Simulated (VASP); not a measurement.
# MgO (Periclase) (Fm-3m) in VASP: notebook

Runs on MgO (Periclase). Level: PBE. Tasks: phonons, dielectric tensor.

All numbers are computed with VASP 6.6.1; they aren't measurements. Logs are shortened: lines on timing, memory, paths and dates and some standing lists are left out, and cuts for length are marked.

**Experimental background.**

“Infrared Optical Properties of Ferropericlase (Mg1-xFexO): Experiment and Theory”, 2007, arxiv:0704.2267 reports, for a bulk crystal of MgO at 295 K: high-frequency dielectric constant 2.95 ± 0.1.

How close the calculation comes is told below.

### 1 The structure

Symmetry: Fm-3m, No. 225, cubic system. Conventional cell: a = 4.245 Å, b = 4.245 Å, c = 4.245 Å, α = 90.00°, β = 90.00°, γ = 90.00°. Mg (site symmetry m-3m) is surrounded by 6 O at 2.12 Å. O (site symmetry m-3m) has 6 Mg at 2.12 Å as nearest neighbours.

### 2 Phonons, PBE

POSCAR

```
MgO
1.0
    0.0000000000      2.1224813280      2.1224813280
    2.1224813280      0.0000000000      2.1224813280
    2.1224813280      2.1224813280      0.0000000000
  Mg              O
     1     1
Direct
     0.0000000000000000    0.0000000000000000    0.0000000000000000
     0.5000000000000000    0.5000000000000000    0.5000000000000000
```

INCAR.step1

```
  PREC = Accurate
  ENCUT = 600
  EDIFF = 1E-8
  ISMEAR = 0
  SIGMA = 0.03
  LREAL = F
  LASPH = T
  NELM = 80
  ALGO = Normal
  ISIF = 3
  LWAVE = F
  LCHARG = F
  GGA = PE
  IBRION = 2
  NSW = 40
  EDIFFG = -0.002
```

INCAR.step2

```
  PREC = Accurate
  ENCUT = 600
  EDIFF = 1E-8
  ISMEAR = 0
  SIGMA = 0.03
  LREAL = F
  LASPH = T
  NELM = 80
  ALGO = Normal
  ISIF = 2
  LWAVE = F
  LCHARG = F
  GGA = PE
  IBRION = 6
  NFREE = 2
  POTIM = 0.015
  NSW = 1
```

KPOINTS

```
regular mesh
0
Gamma
  12 12 12
```

Potentials or basis: VASP PAW PBE potentials, release 64 (Mg, O).

Started as:

```
cat potpaw_PBE.64/Mg/POTCAR potpaw_PBE.64/O/POTCAR > POTCAR
cp INCAR.step1 INCAR
mpirun -np 1 vasp_std > vasp.out
cp CONTCAR POSCAR
cp INCAR.step2 INCAR
mpirun -np 1 vasp_std > vasp.out
```

OUTCAR:

```text
PREC = Accurate
   ENCUT = 600
   EDIFF = 1E-8
   ISMEAR = 0
   LREAL = F
   LASPH = T
   NELM = 80
   ISIF = 2
   GGA = PE
   IBRION = 6
   NFREE = 2
   POTIM = 0.015
   NSW = 1

 ion  position               nearest neighbor table
   1  0.000  0.000  0.000-   2 2.12   2 2.12   2 2.12   2 2.12   2 2.12   2 2.12
   2  0.500  0.500  0.500-   1 2.12   1 2.12   1 2.12   1 2.12   1 2.12   1 2.12

  LATTYP: Found a face centered cubic cell.
 ALAT       =     4.2449626560

  Lattice vectors:

 A1 = (   0.0000000000,   2.1224813280,   2.1224813280)
 A2 = (   2.1224813280,   0.0000000000,   2.1224813280)
 A3 = (   2.1224813280,   2.1224813280,   0.0000000000)

Analysis of symmetry for initial positions (statically):
=====================================================================
 Subroutine PRICEL returns:
 Original cell was already a primitive cell.

 Routine SETGRP: Setting up the symmetry group for a
 face centered cubic supercell.

 Subroutine GETGRP returns: Found 48 space group operations
 (whereof 48 operations were pure point group operations)
 out of a pool of 48 trial point group operations.

The static configuration has the point symmetry O_h .

Analysis of symmetry for dynamics (positions and initial velocities):
=====================================================================
 Subroutine PRICEL returns:
 Original cell was already a primitive cell.

 Routine SETGRP: Setting up the symmetry group for a
 face centered cubic supercell.

 Subroutine GETGRP returns: Found 48 space group operations
 (whereof 48 operations were pure point group operations)
 out of a pool of 48 trial point group operations.

The dynamic configuration has the point symmetry O_h .

 Subroutine INISYM returns: Found 48 space group operations
 (whereof 48 operations are pure point group operations),
 and found     1 'primitive' translations

----------------------------------------------------------------------------------------

                                     Primitive cell

  volume of cell :      19.1232

  direct lattice vectors                    reciprocal lattice vectors
     0.000000000  2.122481328  2.122481328    -0.235573333  0.235573333  0.235573333
     2.122481328  0.000000000  2.122481328     0.235573333 -0.235573333  0.235573333
     2.122481328  2.122481328  0.000000000     0.235573333  0.235573333 -0.235573333

  length of vectors
     3.001641880  3.001641880  3.001641880     0.408024981  0.408024981  0.408024981

  position of ions in fractional coordinates (direct lattice)
     0.000000000  0.000000000  0.000000000
     0.500000000  0.500000000  0.500000000

  ion indices of the primitive-cell ions
   primitive index   ion index
                 1           1
                 2           2

----------------------------------------------------------------------------------------

 KPOINTS: regular mesh

Automatic generation of k-mesh.
 Grid dimensions read from file:
 generate k-points for:   12   12   12

 Generating k-lattice:

  Cartesian coordinates                     Fractional coordinates (reciprocal lattice)
    -0.019631111  0.019631111  0.019631111     0.083333333  0.000000000  0.000000000
     0.019631111 -0.019631111  0.019631111     0.000000000  0.083333333  0.000000000
     0.019631111  0.019631111 -0.019631111     0.000000000  0.000000000  0.083333333

  Length of vectors
     0.034002082  0.034002082  0.034002082

  Shift w.r.t. Gamma in fractional coordinates (k-lattice)
     0.000000000  0.000000000  0.000000000

 Subroutine IBZKPT returns following result:
 ===========================================

[... 55 lines left out ...]
   POTIM  = 0.0150    time-step for ionic-motion
   TEBEG  =    0.0;   TEEND  =   0.0 temperature during run
   PSTRESS=    0.0 pullay stress
   NELECT =       8.0000    total number of electrons
   NUPDOWN=      -1.0000    fix difference up-down
   EMIN   =  10.00;   EMAX   =-10.00  energy-range for DOS
   EFERMI =   0.00;   METHOD = LEGACY
   ISMEAR =     0;   SIGMA  =   0.03  broadening in eV -4-tet -1-fermi 0-gaus
   EFERMI_NEDOS =   21; number of points for ismear=-14 and -15
   IALGO  =     38    algorithm
   IMIX   =      4    mixing-type and parameters
     AMIX     =   0.40;   BMIX     =  1.00
     AMIX_MAG =   1.60;   BMIX_MAG =  1.00
  volume/ion in A,a.u.               =       9.56        64.53
  Fermi-wavevector in a.u.,A,eV,Ry     =   1.224384  2.313750 20.396711  1.499116
  Thomas-Fermi vector in A             =   2.359460
   LORBIT       =      0    0 simple, 1 ext, 2 COOP (PROOUT), +10 PAW based schemes
   GGA     = PE    functional components
   LHFCALC =     F    Hartree Fock is set to
   AEXX    =    0.0000 exact exchange contribution
   IVDW    =     0    specifies the selected vdW correction
   LEPSILON=     F    determine dielectric tensor
   LRPA    =     F    only Hartree local field effects (RPA)
 finite differences with symmetry
 non-spin polarized calculation
 Gauss-broadening in eV      SIGMA  =   0.03
  energy-cutoff  :      600.00
  volume of cell :       19.12
 maximum number of plane-waves:       650
   NGX = 11   NGY = 11   NGZ = 11

--------------------------------------- Ionic step        1  -------------------------------------------

 number of electron       8.0000004 magnetization

 Free energy of the ion-electron system (eV)
  ---------------------------------------------------
  ext. energy  EPLUGINS =         0.00000000
  ---------------------------------------------------
  free energy    TOTEN  =       -11.91497862 eV

  energy without entropy =      -11.91497862  energy(sigma->0) =      -11.91497862

------------------------ aborting loop because EDIFF is reached ----------------------------------------

  FORCE on cell =-STRESS in cart. coord.  units (eV):
  Direction    XX          YY          ZZ          XY          YZ          ZX
  --------------------------------------------------------------------------------------
  -------------------------------------------------------------------------------------
  Total       -0.0037046     -0.0037046     -0.0037046     -0.0000000     -0.0000000      0.0000000
  in kB       -0.3103812     -0.3103812     -0.3103812     -0.0000000     -0.0000000      0.0000000
  external PRESSURE =      -0.3103812 kB  Pullay stress =       0.0000000 kB
[... 131 lines left out ...]
--------------------------------------- Ionic step        5  -------------------------------------------

 number of electron       8.0000002 magnetization

 Free energy of the ion-electron system (eV)
  ---------------------------------------------------
  ext. energy  EPLUGINS =         0.00000000
  ---------------------------------------------------
  free energy    TOTEN  =       -11.91441968 eV

  energy without entropy =      -11.91441968  energy(sigma->0) =      -11.91441968

 E-fermi :   3.2415     XC(G=0): -10.9681

 val. band max:        3.0118106280   @ k =   0.0000   0.0000   0.0000
 cond. band min:       7.5155490828   @ k =   0.0000   0.0000   0.0000
 fundamental gap:      4.5037384548
 Fermi energy:         3.2414616395

 k-point     1 :       0.0000    0.0000    0.0000
  band No.  band energies     occupation
      1     -14.1328      2.00000
      2       3.0115      2.00000
      3       3.0118      2.00000
      4       3.0118      2.00000
      5       7.5155      0.00000
      6      18.6821      0.00000
      7      18.6825      0.00000
      8      18.6825      0.00000
[... 243 lines left out ...]
 k-point    24 :      -0.4167    0.1667    0.0000
  band No.  band energies     occupation
      1     -12.8245      2.00000
      2      -1.1074      2.00000
      3       1.4782      2.00000
      4       2.2578      2.00000
      5      11.9024      0.00000
      6      15.1279      0.00000
      7      16.9597      0.00000
      8      19.6924      0.00000

 [... further k-points ...]

------------------------ aborting loop because EDIFF is reached ----------------------------------------

  FORCE on cell =-STRESS in cart. coord.  units (eV):
  Direction    XX          YY          ZZ          XY          YZ          ZX
  --------------------------------------------------------------------------------------
  -------------------------------------------------------------------------------------
  Total        0.0048902     -0.0040198     -0.0040198      0.0000000     -0.0000000     -0.0000000
  in kB        0.4097074     -0.3367877     -0.3367877      0.0000000     -0.0000000     -0.0000000
  external PRESSURE =      -0.0879560 kB  Pullay stress =       0.0000000 kB
[... 17 lines left out ...]
  FREE ENERGIE OF THE ION-ELECTRON SYSTEM (eV)
  ---------------------------------------------------
  free  energy   TOTEN  =       -11.9144196773 eV

  energy  without entropy=      -11.9144196773  energy(sigma->0) =      -11.91441968

 INTERNAL STRAIN TENSORS FROM DISPLACED ATOMS
 ============================================

 INTERNAL STRAIN TENSOR FOR ION    1 for displacements in x,y,z  (eV/Angst):
          X           Y           Z          XY          YZ          ZX
  --------------------------------------------------------------------------------
  x     0.00000     0.00000     0.00000     0.00000     0.00000     0.00000
  y     0.00000     0.00000     0.00000     0.00000     0.00000     0.00000
  z     0.00000     0.00000     0.00000     0.00000     0.00000     0.00000

 INTERNAL STRAIN TENSOR FOR ION    2 for displacements in x,y,z  (eV/Angst):
          X           Y           Z          XY          YZ          ZX
  --------------------------------------------------------------------------------
  x     0.00000     0.00000     0.00000     0.00000     0.00000     0.00000
  y     0.00000     0.00000     0.00000     0.00000     0.00000     0.00000
  z     0.00000     0.00000     0.00000     0.00000     0.00000     0.00000

 Eigenvectors and eigenvalues of the dynamical matrix
 ----------------------------------------------------

   1 f  =   11.197364 THz    70.355116 2PiTHz  373.503873 cm-1    46.308557 meV
             X         Y         Z           dx          dy          dz
      0.000000  0.000000  0.000000     0.602461    0.184056    0.000000
      2.122481  2.122481  2.122481    -0.742748   -0.226914    0.000000
[... 21 lines left out ...]
   6 f/i=    0.001574 THz     0.009887 2PiTHz    0.052491 cm-1     0.006508 meV
             X         Y         Z           dx          dy          dz
      0.000000  0.000000  0.000000     0.146156    0.762760    0.000000
      2.122481  2.122481  2.122481     0.118551    0.618693    0.000000

 ELASTIC MODULI CONTR FROM IONIC RELAXATION (kBar)
 Direction    XX          YY          ZZ          XY          YZ          ZX
 --------------------------------------------------------------------------------
 XX           0.0000      0.0000      0.0000      0.0000      0.0000      0.0000
 YY           0.0000      0.0000      0.0000      0.0000      0.0000      0.0000
 ZZ           0.0000      0.0000      0.0000      0.0000      0.0000      0.0000
 XY           0.0000      0.0000      0.0000      0.0000      0.0000      0.0000
 YZ           0.0000      0.0000      0.0000      0.0000      0.0000      0.0000
 ZX           0.0000      0.0000      0.0000      0.0000      0.0000      0.0000
 --------------------------------------------------------------------------------
```

It took 51 s on 1 thread of Intel Xeon Platinum 8559C (Emerald Rapids), shared host; peak memory 0.19 GiB.

Results:

| Property | Result |
| --- | --- |
| Highest phonon frequency at Γ, LO-TO splitting left out | 374 cm⁻¹ |

Phonon frequencies in cm⁻¹ (negative: imaginary):
```
              q point        frequencies
(0.000, 0.000, 0.000)  0 0 0 374 374 374
```

(Continued in part 2 of 2.)
